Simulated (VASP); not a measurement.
A run of VASP 6.6.1 is set up as follows.

Contents of run.py:

```python
from ase.calculators.vasp import Vasp
from ase.dft.bandgap import bandgap
from ase.io import read

atoms = read('POSCAR')
calc = Vasp(
    directory='calc',
    xc='pbesol',
    pp='PBE',
    setups='materialsproject',
    prec='Accurate',
    encut=520,
    ediff=1e-07,
    ismear=0,
    sigma=0.02,
    lreal=False,
    lasph=True,
    nelm=100,
    algo='Normal',
    isif=2,
    lwave=False,
    lcharg=False,
    kpts=[8, 8, 8],
    gamma=True,
)
atoms.calc = calc

print('energy (eV):', atoms.get_potential_energy())
print('free energy (eV):', atoms.get_potential_energy(force_consistent=True))
print('forces (eV/A):')
print(atoms.get_forces())
print('stress (eV/A^3, Voigt):', atoms.get_stress())
print('Fermi level (eV):', calc.get_fermi_level())
gap, top, bottom = bandgap(calc)
print('band gap (eV):', gap, 'from (spin, k, band)', top, 'to', bottom)
```

File POSCAR:

```
MgSe
1.0
    0.0000000000      2.7255000000      2.7255000000
    2.7255000000      0.0000000000      2.7255000000
    2.7255000000      2.7255000000      0.0000000000
Se Mg
1 1
Direct
    0.5000000000      0.5000000000      0.5000000000
    0.0000000000      0.0000000000      0.0000000000
```

Potentials or basis: VASP PAW PBE potentials, release 64 (Se, Mg_pv).

Launch:

```console
$ python run.py
```

Problem. What does it give for the band gap on the k mesh?

Solution. 1.77 eV, indirect (least direct gap 2.50 eV).

Problem. Estimate the pressure.

Solution. 0.0 GPa.

Caveat: the PAW data sets were made with another functional, which shifts forces and pressure a little. A k mesh can miss the band edges.
